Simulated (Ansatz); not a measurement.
The cell comes from COD entry 1539196, which wasn't checked; take it as a given geometry. The listed cell was then made from it by scaling, straining or moving an atom.

N: DFT, PBEsol, PAW with Ansatz's default frozen-core files, scalar-relativistic (Ansatz 0.2.0). What sets it apart from a plain run of this crystal: equal xx and yy strain of -2 %.

Command: `ansatz run input.yaml --threads 1 --pin off --max-ram 3072MiB --backend cpu --events-out ev --progress --plain --runs-dir out` The run took 1.4 s on 1 thread of Arm Neoverse V2, with other jobs on the host, peak memory 0.29 GiB.

```yaml
crystal:
  lattice:
    - [3.5564216166, 0.0, 0.0]
    - [-1.7782108083, 3.0799514666, 0.0]
    - [0.0, 0.0, 5.89]
  atoms:
    - { symbol: "N", position: [0.3333333333, 0.6666666667, 0.25] }
    - { symbol: "N", position: [0.6666666667, 0.3333333333, 0.75] }
kpoints:
  mp_grid: { grid: [10, 10, 5] }
scf:
  occupations: { method: fermi_dirac, width: 0.02 }
hamiltonian:
  xc: pbesol
  pseudopotentials: { kind: paw }
output:
  forces: true
  stress: true
  eigenvalues: true
  efg: { contact_densities: true }
```

Output (standing set-up lines are left out):

```
Crystal: 2 atoms, lattice volume = 64.517 Å³
Basis set: ecut = 420 eV, 1273 PW (Γ), exchange–correlation on 48×48×80 points (8 copies of the dense FFT grid, shifted against one another)
Space group: P63/mmc (ITA 194), of the structure as read, at distance tolerance 4.0e-5 Å
SCF iter   1: F=—  HF=-741.771505 eV  |F-HF|=—  |Δ(HF+E_count)|=         —  Δρ=4.15e-3  dr2=9.59e-3  ethr=1.77e-3  ⟨swp⟩=4.9  Hψ=2121  notcnv=0
preconditioner: auto → LDOS  [metal: Δε(μ)=0.003 eV  Ē_g=7.457 eV  σ=0.020 eV  W_gap=0.04  n_scr=2 (ndim 8)  ℏωp=14.6 eV  f_vac=0.026  D(μ)=11.31/eV (n_scr^D=196)  β→1.0]
SCF iter   2: F=—  HF=-741.768747 eV  |F-HF|=—  |Δ(HF+E_count)|=   2.76e-3  Δρ=1.86e-3  dr2=1.74e-3  ethr=9.59e-5  ⟨swp⟩=2.4  Hψ=874  notcnv=0
SCF iter   3: F=—  HF=-741.768758 eV  |F-HF|=—  |Δ(HF+E_count)|=   1.09e-5  Δρ=2.36e-3  dr2=1.31e-3  ethr=1.74e-5  ⟨swp⟩=2.9  Hψ=589  notcnv=0
SCF iter   4: F=—  HF=-741.768537 eV  |F-HF|=—  |Δ(HF+E_count)|=   2.21e-4  Δρ=4.17e-4  dr2=9.09e-5  ethr=1.31e-5  ⟨swp⟩=1.0  Hψ=378  notcnv=0
SCF iter   5: F=—  HF=-741.768541 eV  |F-HF|=—  |Δ(HF+E_count)|=   3.68e-6  Δρ=3.86e-5  dr2=8.41e-7  ethr=9.09e-7  ⟨swp⟩=2.8  Hψ=596  notcnv=0
SCF iter   6: F=-741.768544 eV  HF=-741.768544 eV  |F-HF|=1.66e-8  |Δ(HF+E_count)|=   3.05e-6  Δρ=5.75e-6  dr2=1.74e-8  ethr=1.00e-9  ⟨swp⟩=5.2  Hψ=1849  notcnv=0
SCF 1 converged in 6 iterations: F = -741.768544 eV  dr2 = 1.74e-8
  greatest PAW one-centre occupation: 0.860 electrons in one spin orbital (limit 2), on the N atom at site 1 (counted from 0), in its partial waves of l = 0
SCF converged after 6 iterations
Free energy (F): -741.768544 eV
Harris-Foulkes:  -741.768544 eV  (|F-HF|=1.66e-8)
Internal energy: -741.754070 eV  (E = F + TS)
E sigma→0 (E₀):  -741.761307 eV
Entropy (-TS):   -0.014474 eV (-7.237 meV/atom)
Fermi energy:    -4.089023 eV
--- Per-component energies (eV) ---
  E_band       = -90.022822
  E_kinetic    = 224.851161
  E_local      = -537.288406  (includes V_loc(G=0)·N_el)
  E_nonlocal   = 96.173471
  E_hartree    = 145.533006
  E_xc         = -104.312354
  E_vxc        = -132.112121  (∫ρ·V_xc dr)
  E_paw        = -240.161479  (= ΣΔE_a)
  E_vpaw       = -32.715746  (= ΣTr[D̂ρ^β])
  E_aug_tail   = 0.000141  (compensation charges beyond the density's cutoff)
  E_ewald      = -326.605808
  E_core_change = 0.056198  (= ΣΔE_core)
  E_smearing   = -0.014474  (= −TS)
  E_closure    = -0.000000  (closes the sum)
  Σ components = -741.768544   (vs F -741.768544, Δ=0.00e0)
--- Forces (eV/Å), atoms counted from 1 ---
  atom   1  N      0.00000000    -0.00000000    -0.00000000
  atom   2  N      0.00000000     0.00000000     0.00000000
  max |Σ_I F_I| component: 2.31e-17 eV/Å
--- Stress (GPa, compression-positive) ---
       -8.669079      -0.000000       0.000000
        0.000000      -8.669079      -0.000000
        0.000000      -0.000000      -8.010424
  P = ⅓ Tr σ = -8.4495 GPa (-84.495 kbar)
--- PAW observables at the nuclei: V_zz in 10²¹ V/m², potentials from the cell's mean, atoms counted from 1 ---
  atom   1  N  V_zz =    -0.288683   η = 0.0000   by run symmetry: allowed
            electrostatic potential = -500.059456 V   contact ρ = 1417.878295 e/Å³
  atom   2  N  V_zz =    -0.288683   η = 0.0000   by run symmetry: allowed
            electrostatic potential = -500.059456 V   contact ρ = 1417.878295 e/Å³
--- Band table (eV; the first three rows and the last of 42) ---
  k-point 0: bands = ["-16.0291", "-15.6780", "-5.1035", "-3.7585", "-3.7585", "-3.6471", "-3.6280", "-3.6280", "2.9452"]
  k-point 1: bands = ["-15.9974", "-15.7135", "-4.9814", "-3.8110", "-3.7458", "-3.7458", "-3.6404", "-3.6404", "3.2028"]
  k-point 2: bands = ["-15.9127", "-15.8043", "-4.6498", "-4.2073", "-3.7128", "-3.7128", "-3.6728", "-3.6728", "3.8834"]
  k-point 41: bands = ["-15.5847", "-15.5711", "-4.7653", "-4.7601", "-4.4818", "-4.3595", "-3.8842", "-3.8411", "7.1595"]
```
